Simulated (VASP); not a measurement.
# CoO (Pm-3m) in VASP: notebook

The runs below take CoO through single point, with PBE+U, LDA+U, LDA.

Program: VASP 6.6.1. These are calculated values, not measurements. Logs are shortened: lines on timing, memory, paths and dates and some standing lists are left out, and cuts for length are marked.

### Step 1. Starting point

It takes space group Pm-3m (No. 221, cubic). Conventional cell: a = 2.571 Å, b = 2.571 Å, c = 2.571 Å, α = 90.00°, β = 90.00°, γ = 90.00°. Around Co (site symmetry m-3m) lie 8 O at 2.23 Å. Around O (site symmetry m-3m) lie 8 Co at 2.23 Å.

Measurements of this composition are mostly on another form, of space group No. 225.

### Step 2. Single point, PBE+U

INCAR reads:

```
SYSTEM = CoO
ALGO     = Fast           ! electronic algorithm
EDIFF    = 1E-7           ! SCF threshold, eV
ENCUT    = 520            ! plane-wave cutoff, eV
GGA      = PE             ! functional
ISIF     = 2              ! what is computed and relaxed
ISMEAR   = 0              ! smearing method
LASPH    = .TRUE.         ! aspherical terms in the spheres
LCHARG   = .FALSE.        ! write CHGCAR
LDAU     = .TRUE.         ! DFT+U
LDAUJ    = 0 0          
LDAUL    = 2 -1           ! shell
LDAUPRINT= 1            
LDAUTYPE = 2            
LDAUU    = 7 0            ! U, eV
LMAXMIX  = 4              ! l up to which the mixer works
LREAL    = .FALSE.        ! projectors in reciprocal space
LWAVE    = .FALSE.        ! write WAVECAR
NELM     = 100            ! most SCF steps
PREC     = Accurate       ! precision mode
SIGMA    = 0.05           ! smearing width, eV
```

KPOINTS reads:

```
k-points
0
G
  7 7 7
  0 0 0
```

POSCAR reads:

```
CoO
1.0
    2.5705263100      0.0000000000      0.0000000000
    0.0000000000      2.5705263100      0.0000000000
    0.0000000000      0.0000000000      2.5705263100
Co O
1 1
Direct
    0.0000000000      0.0000000000      0.0000000000
    0.5000000000      0.5000000000      0.5000000000
```

Potentials or basis: VASP PAW PBE potentials, release 64 (Co, O).

Started as:

```bash
cat potpaw_PBE.64/Co/POTCAR potpaw_PBE.64/O/POTCAR > POTCAR
mpirun -np 1 vasp_std > vasp.out
```

OUTCAR:

```text
SYSTEM = CoO
   EDIFF = 1E-7
   ENCUT = 520
   GGA = PE
   ISIF = 2
   ISMEAR = 0
   LASPH = .TRUE.
   LREAL = .FALSE.
   NELM = 100
   PREC = Accurate

 ion  position               nearest neighbor table
   1  0.000  0.000  0.000-   2 2.23   2 2.23   2 2.23   2 2.23   2 2.23   2 2.23   2 2.23   2 2.23

   2  0.500  0.500  0.500-   1 2.23   1 2.23   1 2.23   1 2.23   1 2.23   1 2.23   1 2.23   1 2.23

  LATTYP: Found a simple cubic cell.
 ALAT       =     2.5705263100

  Lattice vectors:

 A1 = (   2.5705263100,   0.0000000000,   0.0000000000)
 A2 = (   0.0000000000,   2.5705263100,   0.0000000000)
 A3 = (   0.0000000000,   0.0000000000,   2.5705263100)

Analysis of symmetry for initial positions (statically):
=====================================================================
 Subroutine PRICEL returns:
 Original cell was already a primitive cell.

 Routine SETGRP: Setting up the symmetry group for a
 simple cubic supercell.

 Subroutine GETGRP returns: Found 48 space group operations
 (whereof 48 operations were pure point group operations)
 out of a pool of 48 trial point group operations.

The static configuration has the point symmetry O_h .

Analysis of symmetry for dynamics (positions and initial velocities):
=====================================================================
 Subroutine PRICEL returns:
 Original cell was already a primitive cell.

 Routine SETGRP: Setting up the symmetry group for a
 simple cubic supercell.

 Subroutine GETGRP returns: Found 48 space group operations
 (whereof 48 operations were pure point group operations)
 out of a pool of 48 trial point group operations.

The dynamic configuration has the point symmetry O_h .

 Subroutine INISYM returns: Found 48 space group operations
 (whereof 48 operations are pure point group operations),
 and found     1 'primitive' translations

----------------------------------------------------------------------------------------

                                     Primitive cell

  volume of cell :      16.9850

  direct lattice vectors                    reciprocal lattice vectors
     2.570526310  0.000000000  0.000000000     0.389025390  0.000000000  0.000000000
     0.000000000  2.570526310  0.000000000     0.000000000  0.389025390  0.000000000
     0.000000000  0.000000000  2.570526310     0.000000000  0.000000000  0.389025390

  length of vectors
     2.570526310  2.570526310  2.570526310     0.389025390  0.389025390  0.389025390

  position of ions in fractional coordinates (direct lattice)
     0.000000000  0.000000000  0.000000000
     0.500000000  0.500000000  0.500000000

  ion indices of the primitive-cell ions
   primitive index   ion index
                 1           1
                 2           2

----------------------------------------------------------------------------------------

 KPOINTS: k-points

Automatic generation of k-mesh.
 Grid dimensions read from file:
 generate k-points for:    7    7    7

 Generating k-lattice:

  Cartesian coordinates                     Fractional coordinates (reciprocal lattice)
     0.055575056  0.000000000  0.000000000     0.142857143  0.000000000  0.000000000
     0.000000000  0.055575056  0.000000000     0.000000000  0.142857143  0.000000000
     0.000000000  0.000000000  0.055575056     0.000000000  0.000000000  0.142857143

  Length of vectors
     0.055575056  0.055575056  0.055575056

[... 42 lines left out ...]
   ISPIN  =      1    spin polarized calculation?
   LNONCOLLINEAR =      F non collinear calculations
   LSORBIT =      F    spin-orbit coupling
   LASPH  =      T    aspherical Exc in radial PAW
   ENCUT  =  520.0 eV  38.22 Ry    6.18 a.u.   4.78  4.78  4.78*2*pi/ulx,y,z
   NELM   =    100;   NELMIN=  2; NELMDL= -5     # of ELM steps
   EDIFF  = 0.1E-06   stopping-criterion for ELM
   LREAL  =      F    real-space projection
   EDIFFG = 0.1E-05   stopping-criterion for IOM
   NSW    =      0    number of steps for IOM
   IBRION =     -1    ionic relax: 0-MD 1-quasi-New 2-CG
   NFREE  =      0    steps in history (QN), initial steepest desc. (CG)
   ISIF   =      2    stress and relaxation
   ISYM   =      2    0-nonsym 1-usesym 2-fastsym
   POTIM  = 0.5000    time-step for ionic-motion
   TEBEG  =    0.0;   TEEND  =   0.0 temperature during run
   PSTRESS=    0.0 pullay stress
   NELECT =      15.0000    total number of electrons
   NUPDOWN=      -1.0000    fix difference up-down
   EMIN   =  10.00;   EMAX   =-10.00  energy-range for DOS
   EFERMI =   0.00;   METHOD = LEGACY
   ISMEAR =     0;   SIGMA  =   0.05  broadening in eV -4-tet -1-fermi 0-gaus
   EFERMI_NEDOS =   21; number of points for ismear=-14 and -15
   IALGO  =     68    algorithm
   IMIX   =      4    mixing-type and parameters
     AMIX     =   0.40;   BMIX     =  1.00
     AMIX_MAG =   1.60;   BMIX_MAG =  1.00
  volume/ion in A,a.u.               =       8.49        57.31
  Fermi-wavevector in a.u.,A,eV,Ry     =   1.570664  2.968124 33.565360  2.466984
  Thomas-Fermi vector in A             =   2.672363
   LORBIT       =      0    0 simple, 1 ext, 2 COOP (PROOUT), +10 PAW based schemes
 LDA+U is selected, type is set to LDAUTYPE =  2
   angular momentum for each species LDAUL =     2   -1
   U (eV)           for each species LDAUU =   7.0  0.0
   J (eV)           for each species LDAUJ =   0.0  0.0
   GGA     = PE    functional components
   LHFCALC =     F    Hartree Fock is set to
   AEXX    =    0.0000 exact exchange contribution
   IVDW    =     0    specifies the selected vdW correction
   LEPSILON=     F    determine dielectric tensor
   LRPA    =     F    only Hartree local field effects (RPA)
 non-spin polarized calculation
 RMM-DIIS sequential band-by-band and
 Gauss-broadening in eV      SIGMA  =   0.05
  energy-cutoff  :      520.00
  volume of cell :       16.99
 maximum number of plane-waves:       464
 NGX is ok and might be reduce to    20
   NGX =  9   NGY =  9   NGZ =  9

atom =   1  type =  1  l = 2

 onsite density matrix

spin component  1

  0.6185  0.0000  0.0000 -0.0000 -0.0000
  0.0000  0.6185 -0.0000 -0.0000  0.0000
  0.0000 -0.0000  0.9636 -0.0000 -0.0000
 -0.0000 -0.0000 -0.0000  0.6185 -0.0000
 -0.0000  0.0000 -0.0000 -0.0000  0.9636

spin component  2

  0.6185  0.0000  0.0000 -0.0000 -0.0000
  0.0000  0.6185 -0.0000 -0.0000  0.0000
  0.0000 -0.0000  0.9636 -0.0000 -0.0000
 -0.0000 -0.0000 -0.0000  0.6185 -0.0000
 -0.0000  0.0000 -0.0000 -0.0000  0.9636

 occupancies and eigenvectors

  o =  0.6185  v =  0.0000  0.4465  0.0000  0.8948 -0.0000  0.0000  0.0000  0.0000  0.0000  0.0000      0.0000  0.0000  0.0000  0.0000  0.0000  0.0000  0.0000  0.0000  0.0000  0.0000
  o =  0.6185  v =  0.0000  0.0000  0.0000  0.0000  0.0000  0.0000  0.4465  0.0000  0.8948 -0.0000      0.0000  0.0000  0.0000  0.0000  0.0000  0.0000  0.0000  0.0000  0.0000  0.0000
  o =  0.6185  v =  0.0000 -0.8948 -0.0000  0.4465  0.0000  0.0000  0.0000  0.0000  0.0000  0.0000      0.0000  0.0000  0.0000  0.0000  0.0000  0.0000  0.0000  0.0000  0.0000  0.0000
  o =  0.6185  v =  0.0000  0.0000  0.0000  0.0000  0.0000  0.0000 -0.8948 -0.0000  0.4465  0.0000      0.0000  0.0000  0.0000  0.0000  0.0000  0.0000  0.0000  0.0000  0.0000  0.0000
  o =  0.6185  v =  1.0000  0.0000  0.0000  0.0000  0.0000  0.0000  0.0000  0.0000  0.0000  0.0000      0.0000  0.0000  0.0000  0.0000  0.0000  0.0000  0.0000  0.0000  0.0000  0.0000
  o =  0.6185  v =  0.0000  0.0000  0.0000  0.0000  0.0000  1.0000  0.0000  0.0000  0.0000  0.0000      0.0000  0.0000  0.0000  0.0000  0.0000  0.0000  0.0000  0.0000  0.0000  0.0000
  o =  0.9636  v =  0.0000  0.0000  0.0000  0.0000  0.0000  0.0000 -0.0000  1.0000  0.0000 -0.0043      0.0000  0.0000  0.0000  0.0000  0.0000  0.0000  0.0000  0.0000  0.0000  0.0000
  o =  0.9636  v =  0.0000 -0.0000  1.0000  0.0000 -0.0043  0.0000  0.0000  0.0000  0.0000  0.0000      0.0000  0.0000  0.0000  0.0000  0.0000  0.0000  0.0000  0.0000  0.0000  0.0000
  o =  0.9636  v =  0.0000  0.0000  0.0000  0.0000  0.0000  0.0000  0.0000  0.0043  0.0000  1.0000      0.0000  0.0000  0.0000  0.0000  0.0000  0.0000  0.0000  0.0000  0.0000  0.0000
  o =  0.9636  v =  0.0000  0.0000  0.0043  0.0000  1.0000  0.0000  0.0000  0.0000  0.0000  0.0000      0.0000  0.0000  0.0000  0.0000  0.0000  0.0000  0.0000  0.0000  0.0000  0.0000

 number of electron      15.0000023 magnetization

 Free energy of the ion-electron system (eV)
  ---------------------------------------------------
  ext. energy  EPLUGINS =         0.00000000
  ---------------------------------------------------
  free energy    TOTEN  =        -5.90114444 eV

  energy without entropy =       -5.89822973  energy(sigma->0) =       -5.89968709

 E-fermi :   8.7659     XC(G=0): -13.2767

 val. band max:        8.7509964423   @ k =   0.4286   0.0000   0.0000
 cond. band min:       8.8084987240   @ k =   0.1429   0.1429   0.1429
 fundamental gap:      0.0575022816
 Fermi energy:         8.7659351652

 k-point     1 :       0.0000    0.0000    0.0000
  band No.  band energies     occupation
      1     -11.8409      2.00000
      2       3.7679      2.00000
      3       3.7679      2.00000
      4       5.9312      2.00000
      5       5.9312      2.00000
      6       5.9312      2.00000
      7       8.6551      1.99829
      8       8.6551      1.99829
      9       8.6551      1.99829
     10      10.7820      0.00000
     11      23.6212      0.00000
[... 253 lines left out ...]
 k-point    20 :       0.4286    0.4286    0.4286
  band No.  band energies     occupation
      1      -8.9999      2.00000
      2       1.9280      2.00000
      3       1.9281      2.00000
      4       2.1398      2.00000
      5       6.8213      2.00000
      6       6.8213      2.00000
      7       9.5697      0.00000
      8      10.0737      0.00000
      9      10.0737      0.00000
     10      16.6858      0.00000
     11      17.3994      0.00000

------------------------ aborting loop because EDIFF is reached ----------------------------------------

  FORCE on cell =-STRESS in cart. coord.  units (eV):
  Direction    XX          YY          ZZ          XY          YZ          ZX
  --------------------------------------------------------------------------------------
  -------------------------------------------------------------------------------------
  Total       -1.1846146     -1.1846146     -1.1846146      0.0000000     -0.0000000      0.0000000
  in kB     -111.7433043   -111.7433043   -111.7433043      0.0000000     -0.0000000      0.0000000
  external PRESSURE =    -111.7433043 kB  Pullay stress =       0.0000000 kB

 VOLUME and BASIS-vectors are now :
 -----------------------------------------------------------------------------
  energy-cutoff  :      520.00
  volume of cell :       16.99
      direct lattice vectors                 reciprocal lattice vectors
     2.570526310  0.000000000  0.000000000     0.389025390  0.000000000  0.000000000
     0.000000000  2.570526310  0.000000000     0.000000000  0.389025390  0.000000000
     0.000000000  0.000000000  2.570526310     0.000000000  0.000000000  0.389025390

 POSITION                                       TOTAL-FORCE (eV/Angst)
 -----------------------------------------------------------------------------------
      0.00000      0.00000      0.00000         0.000000      0.000000      0.000000
      1.28526      1.28526      1.28526         0.000000      0.000000      0.000000
 -----------------------------------------------------------------------------------
    total drift:                                0.000000      0.000000      0.000000

  FREE ENERGIE OF THE ION-ELECTRON SYSTEM (eV)
  ---------------------------------------------------
  free  energy   TOTEN  =        -5.9011444429 eV

  energy  without entropy=       -5.8982297319  energy(sigma->0) =       -5.89968709
```

It took 10 s on 1 thread of AMD EPYC 7R43 (Zen 3), shared host; peak memory 0.09 GiB.

What came out:

```yaml
Free_energy: -5.9011 eV
Pressure: -11.2 GPa
Band_gap_on_the_k_mesh: none (metal or under the smearing width)
```

Eigenvalues of the final occupation matrices:
| site | spin | trace | eigenvalues |
| --- | --- | --- | --- |
| site 1 d | 1 | 3.78 | 0.62 0.62 0.62 0.96 0.96 |
| site 1 d | 2 | 3.78 | 0.62 0.62 0.62 0.96 0.96 |

Caveat: an odd number of electrons without spin polarisation forces a metal; a magnetic or distorted state may lie lower; the run has no spin polarisation, though such a crystal can be magnetic; U without spin polarisation on a metal has little footing.

### Step 3. Single point, LDA+U

INCAR, as its differences from that of step 2:

```diff
@@ -2,5 +2,4 @@
 ALGO     = Fast           ! electronic algorithm
-EDIFF    = 1E-7           ! SCF threshold, eV
+EDIFF    = 1E-6           ! SCF threshold, eV
 ENCUT    = 520            ! plane-wave cutoff, eV
-GGA      = PE             ! functional
 ISIF     = 2              ! what is computed and relaxed
@@ -14,3 +13,3 @@
 LDAUTYPE = 2            
-LDAUU    = 7 0            ! U, eV
+LDAUU    = 4 0            ! U, eV
 LMAXMIX  = 4              ! l up to which the mixer works
```

KPOINTS is that of step 2.

POSCAR is that of step 2.

Potentials or basis: VASP PAW LDA potentials, release 64 (Co, O).

Started as:

```bash
cat potpaw_LDA.64/Co/POTCAR potpaw_LDA.64/O/POTCAR > POTCAR
mpirun -np 1 vasp_std > vasp.out
```

Wall time 13 s (1 thread of AMD EPYC 7R43 (Zen 3), shared host); peak memory 0.08 GiB.

The run converged. Its results:

```
Free energy            : -10.2659 eV
Pressure               : -27.3 GPa
Band gap on the k mesh : none (metal or under the smearing width)
```

Levels at points of the mesh, in eV from the Fermi level:
```tsv
k point	band 5	band 6	band 7	band 8	band 9	band 10
(0.00, 0.00, 0.00)	-2.86	-2.86	-0.12	-0.12	-0.12	1.93
```

Eigenvalues of the final occupation matrices:
```
    site  spin  trace               eigenvalues
site 1 d     1   3.75  0.62 0.62 0.62 0.94 0.94
site 1 d     2   3.75  0.62 0.62 0.62 0.94 0.94
```

Caveat: an odd number of electrons without spin polarisation forces a metal; a magnetic or distorted state may lie lower; the run has no spin polarisation, though such a crystal can be magnetic; U without spin polarisation on a metal has little footing.

[end of part 1 of 2]
